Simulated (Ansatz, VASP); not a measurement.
# Ru: VASP beside Ansatz

File INCAR:

```
ALGO = Fast
EDIFF = 1E-6
ENCUT = 520
GGA = PS
ISIF = 2
ISMEAR = 0
LASPH = True
LCHARG = False
LREAL = False
LWAVE = False
NBANDS = 21
NELM = 80
PREC = Accurate
SIGMA = 0.15
```

File KPOINTS:

```
k-points
0
Gamma
  18 18 10
```

POSCAR

```
Ru
1.0
    2.8027000000      0.0000000000      0.0000000000
   -1.4013500000      2.4272093992      0.0000000000
    0.0000000000      0.0000000000      4.0483000000
Ru
2
Direct
    0.3333333333      0.6666666667      0.2500000000
    0.6666666667      0.3333333333      0.7500000000
```

Input for Ansatz:

```yaml
crystal:
  lattice:
    - [2.8027, 0.0, 0.0]
    - [-1.40135, 2.4272093992, 0.0]
    - [0.0, 0.0, 4.0483]
  atoms:
    - { symbol: Ru, position: [0.3333333333, 0.6666666667, 0.25] }
    - { symbol: Ru, position: [0.6666666667, 0.3333333333, 0.75] }
basis:
  ecutwfc: 420
kpoints:
  mp_grid: { grid: [18, 18, 10] }
hamiltonian:
  xc: pbesol
  pseudopotentials: { kind: paw, azcp: { folder: soft_1 } }
scf:
  occupations: { method: gaussian, width: 0.15 }
output:
  forces: true
  stress: true
  eigenvalues: true
```

Alike in both runs: task single point; functional PBEsol; k mesh 18 × 18 × 10; occupations gaussian, width 0.15 eV; no spin polarisation.

```csv
,VASP,Ansatz
version,VASP 6.6.1,Ansatz 0.2.0
potentials or method,"VASP PAW PBE potentials, release 64 (Ru_pv)","scalar-relativistic, plane waves, PAW"
plane-wave cutoff (eV),520,420
valence electrons in the cell,28,32
```

|  | VASP | Ansatz | Ansatz less VASP |
| --- | --- | --- | --- |
| gap on the k mesh at the Fermi level (eV) | none | none | - |
| pressure (GPa) | -6.8 | -6.6 | +0.13 |
| largest component of the traceless stress (GPa) | 23.68 | 23.71 | +0.034 |

A gap of «none» marks a metal or a gap that the smearing closes. The two sets of potentials don't hold the same shells in valence. Ansatz warned: «pseudo_functional_mismatch».

Caveats: the PAW data sets were made with another functional, which shifts forces and pressure a little (VASP).
